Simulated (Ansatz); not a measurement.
**Te2Pt (Moncheite) in Ansatz: the effect of Hubbard term**

Crystal: Te2Pt (Moncheite).

```xyz
3
Lattice="4.0100 0.0000 0.0000 -2.0050 3.4728 0.0000 0.0000 0.0000 5.2010" Properties=species:S:1:pos:R:3 pbc="T T T"
Pt    0.0000    0.0000    0.0000
Te    2.0050    1.1576    3.9007
Te    0.0000    2.3152    1.3002
```

Alike in all runs:

| Property | Result |
| --- | --- |
| Program | Ansatz 0.2.0 |
| Task | density of states |
| Functional | PBEsol |
| Potentials or basis | all-electron LAPW, scalar-relativistic |
| Cutoff | 271 eV (chosen from the basis error) |
| Basis error allowed | 0.002 eV/atom |
| k mesh | 8 × 8 × 5 |
| Occupations | fermi-dirac, width 0.05 eV |
| Spin | no spin polarisation |

```tsv
Hubbard term	pressure (GPa)	largest force (eV/Å)
none	4.1	0.74
Pt d U = 2 eV	4.0	0.76
Pt d U = 4 eV	4.1	0.78
Pt d U = 6 eV	4.2	0.83
Pt d U = 8 eV	?	?
```

Question: What does the run with Hubbard term Pt d U = 8 eV give?

Answer: Pressure 4.4 GPa; largest force 0.89 eV/Å.

Worked out: A parabola through the other rows of the pressure, of slope 0.145 GPa per eV there, extrapolates to 4.5 GPa, against the run's 4.4. A parabola through the other rows of the largest force, of slope 0.0332 eV/Å per eV there, extrapolates to 0.89 eV/Å, against the run's 0.89.

Caveats: U is the effective U less J, on atomic orbitals that reach past the spheres (some runs); U without spin polarisation on a metal has little footing (some runs); the U is typed as a test and isn't derived for this compound (some runs).
